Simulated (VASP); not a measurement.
# SnTe (Fm-3m) in VASP: a series of runs

Aim: see how the results for SnTe move with the level of theory and the settings. Levels: PBE0, PBEsol. Tasks: band structure, elastic constants.

Everything below comes from runs of VASP 6.6.1. Logs are shortened: lines on timing, memory, paths and dates and some standing lists are left out, and cuts for length are marked.

**The experiment to reproduce.**

A printed reference work, textbook reports, for a bulk crystal of SnTe at 300 K: band gap 0.18 eV (direct).

How close the calculation comes is told below.

## Step 1: Starting point

The structure is cubic, space group Fm-3m (No. 225). Conventional cell: a = 6.290 Å, b = 6.290 Å, c = 6.290 Å, α = 90.00°, β = 90.00°, γ = 90.00°. Sn (site symmetry m-3m) has 6 Te at 3.14 Å as nearest neighbours. Te (site symmetry m-3m) is surrounded by 6 Sn at 3.14 Å.

## Step 2: Band structure, PBE0

Input file POSCAR:

```
SnTe                                    
1.0
    0.0000000000      3.1448388745      3.1448388745
    3.1448388745      0.0000000000      3.1448388745
    3.1448388745      3.1448388745      0.0000000000
  Sn              Te            
     1     1
Direct
     0.0000000000000000    0.0000000000000000    0.0000000000000000
     0.5000000000000000    0.5000000000000000    0.5000000000000000
```

Input file INCAR.step1:

```
ALGO = Normal
EDIFF = 1E-5
ENCUT = 520
GGA = PE
ISIF = 2
ISMEAR = 0
KPAR = 8
LASPH = T
LCHARG = F
LREAL = F
LWAVE = T
NBANDS = 17
NELM = 80
PREC = Accurate
SIGMA = 0.03
```

Input file INCAR.step2:

```
AEXX = 0.25
ALGO = Normal
EDIFF = 1E-6
ENCUT = 520
GGA = PE
HFRCUT = -1
ISIF = 2
ISMEAR = 0
ISTART = 1
KPAR = 8
LASPH = T
LCHARG = F
LHFCALC = T
LREAL = F
LWAVE = F
NBANDS = 17
NELM = 80
PREC = Accurate
PRECFOCK = Fast
SIGMA = 0.03
```

Input file KPOINTS:

```
k-points
0
Gamma
  6 6 6
```

Input file KPOINTS_OPT:

```
explicit points
6
Reciprocal
 0.0000000000  0.0000000000  0.0000000000 1
 0.3750000000  0.3750000000  0.7500000000 1
 0.5000000000  0.5000000000  0.5000000000 1
 0.6250000000  0.2500000000  0.6250000000 1
 0.5000000000  0.2500000000  0.7500000000 1
 0.5000000000  0.0000000000  0.5000000000 1
```

Potentials or basis: VASP PAW PBE potentials, release 64 (Sn_d, Te).

Started as:

```
$ cat potpaw_PBE.64/Sn_d/POTCAR potpaw_PBE.64/Te/POTCAR > POTCAR
$ cp INCAR.step1 INCAR
$ mpirun -np 8 vasp_std > vasp.out
$ cp INCAR.step2 INCAR
$ mpirun -np 8 vasp_std > vasp.out
```

OUTCAR:

```text
AEXX = 0.25
   EDIFF = 1E-6
   ENCUT = 520
   GGA = PE
   ISIF = 2
   ISMEAR = 0
   ISTART = 1
   LASPH = T
   LHFCALC = T
   LREAL = F
   NELM = 80
   PREC = Accurate
   PRECFOCK = Fast

 ion  position               nearest neighbor table
   1  0.000  0.000  0.000-   2 3.14   2 3.14   2 3.14   2 3.14   2 3.14   2 3.14
   2  0.500  0.500  0.500-   1 3.14   1 3.14   1 3.14   1 3.14   1 3.14   1 3.14

  LATTYP: Found a face centered cubic cell.
 ALAT       =     6.2896777490

  Lattice vectors:

 A1 = (   0.0000000000,   3.1448388745,   3.1448388745)
 A2 = (   3.1448388745,   0.0000000000,   3.1448388745)
 A3 = (   3.1448388745,   3.1448388745,   0.0000000000)

Analysis of symmetry for initial positions (statically):
=====================================================================
 Subroutine PRICEL returns:
 Original cell was already a primitive cell.

 Routine SETGRP: Setting up the symmetry group for a
 face centered cubic supercell.

 Subroutine GETGRP returns: Found 48 space group operations
 (whereof 48 operations were pure point group operations)
 out of a pool of 48 trial point group operations.

The static configuration has the point symmetry O_h .

Analysis of symmetry for dynamics (positions and initial velocities):
=====================================================================
 Subroutine PRICEL returns:
 Original cell was already a primitive cell.

 Routine SETGRP: Setting up the symmetry group for a
 face centered cubic supercell.

 Subroutine GETGRP returns: Found 48 space group operations
 (whereof 48 operations were pure point group operations)
 out of a pool of 48 trial point group operations.

The dynamic configuration has the point symmetry O_h .

 Subroutine INISYM returns: Found 48 space group operations
 (whereof 48 operations are pure point group operations),
 and found     1 'primitive' translations

----------------------------------------------------------------------------------------

                                     Primitive cell

  volume of cell :      62.2050

  direct lattice vectors                    reciprocal lattice vectors
     0.000000000  3.144838874  3.144838874    -0.158990657  0.158990657  0.158990657
     3.144838874  0.000000000  3.144838874     0.158990657 -0.158990657  0.158990657
     3.144838874  3.144838874  0.000000000     0.158990657  0.158990657 -0.158990657

  length of vectors
     4.447473788  4.447473788  4.447473788     0.275379897  0.275379897  0.275379897

  position of ions in fractional coordinates (direct lattice)
     0.000000000  0.000000000  0.000000000
     0.500000000  0.500000000  0.500000000

  ion indices of the primitive-cell ions
   primitive index   ion index
                 1           1
                 2           2

----------------------------------------------------------------------------------------

 KPOINTS: k-points

Automatic generation of k-mesh.
 Grid dimensions read from file:
 generate k-points for:    6    6    6

 Generating k-lattice:

  Cartesian coordinates                     Fractional coordinates (reciprocal lattice)
    -0.026498443  0.026498443  0.026498443     0.166666667  0.000000000  0.000000000
     0.026498443 -0.026498443  0.026498443     0.000000000  0.166666667  0.000000000
     0.026498443  0.026498443 -0.026498443     0.000000000  0.000000000  0.166666667

  Length of vectors
     0.045896649  0.045896649  0.045896649

  Shift w.r.t. Gamma in fractional coordinates (k-lattice)
     0.000000000  0.000000000  0.000000000

 Subroutine IBZKPT returns following result:
 ===========================================

 Found     16 irreducible k-points:

 Following reciprocal coordinates:
            Coordinates               Weight
  0.000000  0.000000  0.000000      1.000000
  0.166667  0.000000  0.000000      8.000000
  0.333333  0.000000  0.000000      8.000000
  0.500000  0.000000  0.000000      4.000000
  0.166667  0.166667  0.000000      6.000000
  0.333333  0.166667  0.000000     24.000000
[... 8 lines left out ...]
 -0.333333  0.333333  0.166667     24.000000
 -0.333333  0.500000  0.166667     12.000000
   k-points           NKPTS =     16   k-points in BZ     NKDIM =    216   number of bands    NBANDS=     17
   number of dos      NEDOS =    301   number of ions     NIONS =      2
   total plane-waves  NPLWV =  46656
   dimension x,y,z NGX =    36 NGY =   36 NGZ =   36
   dimension x,y,z NGXF=    72 NGYF=   72 NGZF=   72
   ions per type =               1   1
   NGX,Y,Z   is equivalent  to a cutoff of  13.46, 13.46, 13.46 a.u.
   NGXF,Y,Z  is equivalent  to a cutoff of  26.91, 26.91, 26.91 a.u.
 SYSTEM =  unknown system
   PREC   = accura    normal or accurate (medium, high low for compatibility)
   ISTART =      1    job   : 0-new  1-cont  2-samecut
   ICHARG =      0    charge: 1-file 2-atom 10-const
   ISPIN  =      1    spin polarized calculation?
   LNONCOLLINEAR =      F non collinear calculations
   LSORBIT =      F    spin-orbit coupling
   LASPH  =      T    aspherical Exc in radial PAW
   ENCUT  =  520.0 eV  38.22 Ry    6.18 a.u.   8.27  8.27  8.27*2*pi/ulx,y,z
   NELM   =     80;   NELMIN=  2; NELMDL=  0     # of ELM steps
   EDIFF  = 0.1E-05   stopping-criterion for ELM
   LREAL  =      F    real-space projection
   EDIFFG = 0.1E-04   stopping-criterion for IOM
   NSW    =      0    number of steps for IOM
   IBRION =     -1    ionic relax: 0-MD 1-quasi-New 2-CG
   NFREE  =      0    steps in history (QN), initial steepest desc. (CG)
   ISIF   =      2    stress and relaxation
   ISYM   =      3    0-nonsym 1-usesym 2-fastsym
   POTIM  = 0.5000    time-step for ionic-motion
   TEBEG  =    0.0;   TEEND  =   0.0 temperature during run
   PSTRESS=    0.0 pullay stress
   NELECT =      20.0000    total number of electrons
   NUPDOWN=      -1.0000    fix difference up-down
   EMIN   =  10.00;   EMAX   =-10.00  energy-range for DOS
   EFERMI =   0.00;   METHOD = LEGACY
   ISMEAR =     0;   SIGMA  =   0.03  broadening in eV -4-tet -1-fermi 0-gaus
   EFERMI_NEDOS =   21; number of points for ismear=-14 and -15
   IALGO  =     38    algorithm
   IMIX   =      1    mixing-type and parameters
     AMIX     =   0.40;   BMIX     =  1.00
     AMIX_MAG =   1.60;   BMIX_MAG =  1.00
  volume/ion in A,a.u.               =      31.10       209.89
  Fermi-wavevector in a.u.,A,eV,Ry     =   1.121527  2.119379 17.113721  1.257823
  Thomas-Fermi vector in A             =   2.258181
   LORBIT       =      0    0 simple, 1 ext, 2 COOP (PROOUT), +10 PAW based schemes
   GGA     = PE    functional components
   LHFCALC =     T    Hartree Fock is set to
   PRECFOCK=fast      Normal, Fast or Accurate (Low or Medium for compatibility)
   ENCUT4O =  -1.0   cutoff for four orbital integrals eV
   NKREDX  =     1    reduce k-point grid by
   NKREDY  =     1    reduce k-point grid by
   NKREDZ  =     1    reduce k-point grid by
   AEXX    =    0.2500 exact exchange contribution
   HFSCREEN=    0.0000 screening length (either q_TF or 0.3 A-1)
   HFSCREENC=   0.0000 screening length for correlation (either q_TF or 0.3 A-1)
   ENCUTFOCK=  -1.0 apply spherical cutoff to Coloumb kernel
   IVDW    =     0    specifies the selected vdW correction
   LEPSILON=     F    determine dielectric tensor
   LRPA    =     F    only Hartree local field effects (RPA)
 non-spin polarized calculation
 Gauss-broadening in eV      SIGMA  =   0.03
  energy-cutoff  :      520.00
  volume of cell :       62.20
 maximum number of plane-waves:      1694
 NGX is ok and might be reduce to    36
  NGX = 20; NGY = 20; NGZ = 20

 number of electron      19.9999998 magnetization

 Free energy of the ion-electron system (eV)
  ---------------------------------------------------
  ext. energy  EPLUGINS =         0.00000000
  ---------------------------------------------------
  free energy    TOTEN  =        -9.96828354 eV

  energy without entropy =       -9.96828354  energy(sigma->0) =       -9.96828354

 E-fermi :   7.0879     XC(G=0):  -7.5499

 val. band max:        6.9760845506   @ k =   0.5000   0.0000   0.0000
 cond. band min:       7.1996269209   @ k =   0.5000   0.0000   0.0000
 fundamental gap:      0.2235423703
 Fermi energy:         7.0878639280

 k-point     1 :       0.0000    0.0000    0.0000
  band No.  band energies     occupation
      1     -17.8154      2.00000
      2     -17.8154      2.00000
      3     -17.8021      2.00000
      4     -17.8021      2.00000
      5     -17.8021      2.00000
      6      -7.8068      2.00000
[... 9 lines left out ...]
     16      12.4238      0.00000
     17      14.5795      0.00000

 k-point     2 :       0.1667    0.0000    0.0000
  band No.  band energies     occupation
      1     -17.8168      2.00000
      2     -17.8168      2.00000
      3     -17.8014      2.00000
      4     -17.8002      2.00000
      5     -17.8002      2.00000
      6      -7.5367      2.00000
[... 9 lines left out ...]
     16      13.0372      0.00000
     17      16.4109      0.00000

 k-point     3 :       0.3333    0.0000    0.0000
  band No.  band energies     occupation
      1     -17.8200      2.00000
      2     -17.8200      2.00000
      3     -17.8009      2.00000
      4     -17.7969      2.00000
      5     -17.7969      2.00000
      6      -6.8513      2.00000
[... 9 lines left out ...]
     16      14.6866      0.00000
     17      18.8205      0.00000

 k-point     4 :       0.5000    0.0000    0.0000
  band No.  band energies     occupation
      1     -17.8218      2.00000
      2     -17.8218      2.00000
      3     -17.8006      2.00000
      4     -17.7950      2.00000
      5     -17.7950      2.00000
      6      -6.3226      2.00000
[... 9 lines left out ...]
     16      16.8415      0.00000
     17      16.8415      0.00000
[... 183 lines left out ...]
      1     -17.8269      2.00000
      2     -17.8160      2.00000
      3     -17.8018      2.00000
      4     -17.7955      2.00000
      5     -17.7937      2.00000
      6      -6.3516      2.00000
[... 9 lines left out ...]
     16      16.3304      0.00000
     17      17.0166      0.00000

 k-point    15 :      -0.3333    0.3333    0.1667
  band No.  band energies     occupation
      1     -17.8272      2.00000
      2     -17.8176      2.00000
      3     -17.7988      2.00000
      4     -17.7977      2.00000
      5     -17.7924      2.00000
      6      -5.9921      2.00000
[... 9 lines left out ...]
     16      17.9234      0.00000
     17      18.0282      0.00000

 k-point    16 :      -0.3333    0.5000    0.1667
  band No.  band energies     occupation
      1     -17.8310      2.00000
      2     -17.8145      2.00000
      3     -17.8023      2.00000
      4     -17.7945      2.00000
      5     -17.7908      2.00000
      6      -5.8916      2.00000
[... 9 lines left out ...]
     16      18.1095      0.00000
     17      19.3375      0.00000

------------------------ aborting loop because EDIFF is reached ----------------------------------------

  FORCE on cell =-STRESS in cart. coord.  units (eV):
  Direction    XX          YY          ZZ          XY          YZ          ZX
  --------------------------------------------------------------------------------------
  -------------------------------------------------------------------------------------
  Total        0.4634928      0.4634928      0.4634928     -0.0000000      0.0000000      0.0000000
  in kB       11.9379131     11.9379131     11.9379131     -0.0000000      0.0000000      0.0000000
  external PRESSURE =      11.9379131 kB  Pullay stress =       0.0000000 kB

 VOLUME and BASIS-vectors are now :
 -----------------------------------------------------------------------------
  energy-cutoff  :      520.00
  volume of cell :       62.20
      direct lattice vectors                 reciprocal lattice vectors
     0.000000000  3.144838874  3.144838874    -0.158990657  0.158990657  0.158990657
     3.144838874  0.000000000  3.144838874     0.158990657 -0.158990657  0.158990657
     3.144838874  3.144838874  0.000000000     0.158990657  0.158990657 -0.158990657

 POSITION                                       TOTAL-FORCE (eV/Angst)
 -----------------------------------------------------------------------------------
      0.00000      0.00000      0.00000        -0.000000      0.000000      0.000000
      3.14484      3.14484      3.14484         0.000000     -0.000000     -0.000000
 -----------------------------------------------------------------------------------
    total drift:                                0.000001     -0.000000     -0.000000

  FREE ENERGIE OF THE ION-ELECTRON SYSTEM (eV)
  ---------------------------------------------------
  free  energy   TOTEN  =        -9.9682835435 eV

  energy  without entropy=       -9.9682835429  energy(sigma->0) =       -9.96828354
```

Wall time 9.9 min (8 MPI ranks of Intel Xeon Platinum 8488C (Sapphire Rapids), shared host); peak memory 0.26 GiB.

Results:

```
Free energy             : -9.9683 eV
Pressure                : 1.2 GPa
Band gap on the k mesh  : 0.22 eV, direct
Band gap along the path : 0.22 eV, direct
```

Caveat: the PAW data sets were made with another functional, which shifts forces and pressure a little; spin-orbit coupling is left out, which moves the levels of the heavy elements.

(Part 1 of 2 ends here.)
